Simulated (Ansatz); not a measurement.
Crystal: CoSi.

```
Co Si
1.0
     4.43800    0.00000    0.00000
     0.00000    4.43800    0.00000
     0.00000    0.00000    4.43800
Co Si
4 4
Direct
  0.86000 0.64000 0.36000
  0.64000 0.36000 0.86000
  0.36000 0.86000 0.64000
  0.14000 0.14000 0.14000
  0.15700 0.34300 0.65700
  0.34300 0.65700 0.15700
  0.65700 0.15700 0.34300
  0.84300 0.84300 0.84300
```

Base run:

| Property | Result |
| --- | --- |
| Program | Ansatz 0.2.0 |
| Functional | r2SCAN |
| Potentials or basis | Ansatz PAW |
| Cutoff | 500 eV (not typed: the program's choice for these potentials) |
| k mesh | 5 × 5 × 5 |
| Occupations | fermi-dirac, width 0.05 eV |
| Spin | collinear spin, ferromagnetic start |
| Starting moments | [2.0, 2.0, 2.0, 2.0, 0.0, 0.0, 0.0, 0.0] μB |
| Hubbard terms | Co d U = 2 eV |

Its results: band gap on the k mesh none (metal or under the smearing width); pressure 0.7 GPa; net moment 3.84 μB per cell; site moments Co +1.07; Si -0.02 μB; largest force 0.141 eV/Å.

**Question.** The run is repeated on the same cell with these changes: hubbard terms from Co d U = 2 eV to Co d U = 3 eV. What comes out?

**Answer.** Band gap on the k mesh none (metal or under the smearing width); pressure 2.5 GPa; net moment 4.00 μB per cell; site moments Co +1.15; Si -0.04 μB; largest force 0.203 eV/Å.

Caveats: the magnetic or orbital state may not be the lowest; the PAW data sets come from PBE, with cores solved anew for the run's functional, which leaves a small shift of forces and pressure; the U is typed as a test and isn't derived for this compound.
